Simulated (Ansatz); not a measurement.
# Stress against strain in Bi

```yaml
crystal:
  lattice:
    - [4.53900, 0.00000, 0.00000]
    - [-2.26950, 3.93089, 0.00000]
    - [0.00000, 0.00000, 11.82900]
  atoms:
    - { symbol: Bi, position: [0.33333, 0.66667, 0.25000] }
    - { symbol: Bi, position: [0.66667, 0.33333, 0.75000] }
```

Atoms are numbered in the order listed.

The cell comes from COD entry 9011614, which wasn't checked; take it as a given geometry.

No spin–orbit coupling, which matters for the heavy atoms here.

Theory: DFT, PBE, all-electron LAPW, scalar-relativistic (Ansatz 0.2.0).

Numerical set-up: a Γ-centred 9×9×3 k mesh, Fermi–Dirac smearing of 0.03 eV, basis error target 0.5 meV/atom, no spin polarisation.

The strain is applied along the Cartesian axes of the cell as listed (the other components stay zero). Fractional coordinates are held (clamped ions).

σ is the change of stress from the unstrained cell, which is at -3.27 GPa; tension is positive, so slopes are stress–strain coefficients at that pressure. In a metal the k mesh adds noise.

Only quantities that a quadratic follows smoothly over the whole series are listed; rougher ones are left out.

| εzz | σzz (GPa) | σxx (GPa) |
| --- | --- | --- |
| -0.0300 | 0.14 | 0.12 |
| -0.0200 | 0.09 | 0.08 |
| 0.0000 | 0.00 | 0.00 |
| 0.0100 | -0.04 | -0.04 |
| 0.0200 | -0.07 | -0.08 |
| 0.0300 | -0.10 | -0.12 |

(1) Fit the series and read off the stiffness at zero strain.

(2) One run, at εzz = -0.0100, is withheld. Predict its row.

Answers

(1) Least-squares fits y = p0 + p1 x + p2 x² to the rows give σzz (GPa): p1 = -4.01, p2 = 23; σxx (GPa): p1 = -4, p2 = -5.8e-14. So C33 = -4 GPa and C13 = -4 GPa, for these axes.

(2) The fits give 0.04, 0.04; the run gave 0.04, 0.04.
